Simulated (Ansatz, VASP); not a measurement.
Fe: VASP beside Ansatz

```
Fe
1.0
     2.50653    0.00000    0.00000
    -1.25327    2.17072    0.00000
     0.00000    0.00000    3.96405
Fe
2
Direct
  0.33333 0.66667 0.25000
  0.66667 0.33333 0.75000
```

Alike in both runs: task single point; functional revPBE; k mesh 16 × 16 × 9; occupations fermi-dirac, width 0.1 eV; no spin polarisation.

```csv
,VASP,Ansatz
version,VASP 6.6.1,Ansatz 0.2.0
potentials or method,"VASP PAW PBE potentials, release 64 (Fe)","plane waves (420 eV) with PAW, scalar-relativistic"
plane-wave cutoff (eV),520,420
valence electrons in the cell,16,32
```

Ansatz gave:

- pressure (GPa): -9.8
- largest component of the traceless stress (GPa): 0.18

Task: Which values does VASP return?

Result: Pressure (GPa): -10.2; largest component of the traceless stress (GPa): 0.32.

The two sets of potentials don't hold the same shells in valence.

Caveats: the PAW data sets were made with another functional, which shifts forces and pressure a little (VASP); the run has no spin polarisation, though such a crystal can be magnetic. Spin polarisation is off, so any magnetic state and its effect on volume and gap are missing.
